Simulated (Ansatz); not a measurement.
**SiNi$_{2}$: course of a relaxation**

Level of theory: DFT PBEsol, scalar-relativistic, plane waves, PAW in Ansatz. Settings: 420 eV cutoff, 12×12×8 k-mesh, Gaussian smearing of 0.10 eV, no spin polarisation.

What was changed: relaxed at 8 GPa.

Other phases may be more stable at this pressure.

Command:

```bash
ansatz run input.yaml --threads 1 --pin off --max-ram 2560MiB --backend cpu --events-out ev --progress --plain --runs-dir out
```

Input:

```yaml
crystal:
  lattice:
    - [3.8272627505, 0.0, 0.0]
    - [-1.9136313752, 3.3145067689, 0.0]
    - [0.0, 0.0, 4.8578782965]
  atoms:
    - { symbol: Si, position: [0.3333333333, 0.6666666667, 0.75] }
    - { symbol: Si, position: [0.6666666667, 0.3333333333, 0.25] }
    - { symbol: Ni, position: [0.0, 0.0, 0.0] }
    - { symbol: Ni, position: [0.0, 0.0, 0.5] }
    - { symbol: Ni, position: [0.3333333333, 0.6666666667, 0.25] }
    - { symbol: Ni, position: [0.6666666667, 0.3333333333, 0.75] }
basis:
  ecutwfc: 420
kpoints:
  mp_grid: { grid: [12, 12, 8] }
hamiltonian:
  xc: pbesol
scf:
  occupations: { method: gaussian, width: 0.1 }
output:
  forces: true
  stress: true
  eigenvalues: true
relax:
  adjacent_minimum: "off"
  f_tol: 0.008
  max_steps: 50
  cell: { stress_tol: 0.08, p_target: 8.0 }
```

F is the free energy. Steps run on the plane waves of an earlier cell, but the last one, and at times one on the way, on a freshly chosen basis, so a repeated geometry can differ a little in energy. The relaxation lowers the enthalpy F + PV at the target pressure, so F itself can rise.

Steps:

```csv
step,F − F(1) (eV),largest force component (eV/Å),V (Å³/atom),P (GPa)
1,0.0000,0.000,10.271,8.23
2,-0.0013,0.000,10.275,8.10
3,-0.0020,0.000,10.277,8.01
4,-0.0021,0.000,10.277,8.01
```

Relaxed structure:

```cif
data_structure
_symmetry_space_group_name_H-M 'P 1'
_symmetry_Int_Tables_number 1
_cell_length_a 3.8313
_cell_length_b 3.8313
_cell_length_c 4.8505
_cell_angle_alpha 90.000
_cell_angle_beta 90.000
_cell_angle_gamma 120.000
_cell_volume 61.66
loop_
_atom_site_label
_atom_site_type_symbol
_atom_site_fract_x
_atom_site_fract_y
_atom_site_fract_z
_atom_site_occupancy
Si1 Si 0.33333 0.66667 0.75000 1
Si2 Si 0.66667 0.33333 0.25000 1
Ni1 Ni 0.00000 0.00000 0.00000 1
Ni2 Ni 0.00000 0.00000 0.50000 1
Ni3 Ni 0.33333 0.66667 0.25000 1
Ni4 Ni 0.66667 0.33333 0.75000 1
```

The structure is hexagonal, space group P6_3/mmc (No. 194). Conventional cell: a = 3.831 Å, b = 3.831 Å, c = 4.850 Å, α = 90.00°, β = 90.00°, γ = 120.00°. Si (site symmetry -6m2) has 11 Ni at 2.21 to 2.52 Å as nearest neighbours. Ni (site symmetry -3m) is surrounded by 8 Ni at 2.43 to 2.52 Å and 6 Si at 2.52 Å. Around Ni (site symmetry -6m2) lie 5 Si at 2.21 to 2.43 Å and 6 Ni at 2.52 Å.

The run converged. It took 50 s on 1 thread of Arm Neoverse V2, on a shared host, peak memory 0.48 GiB.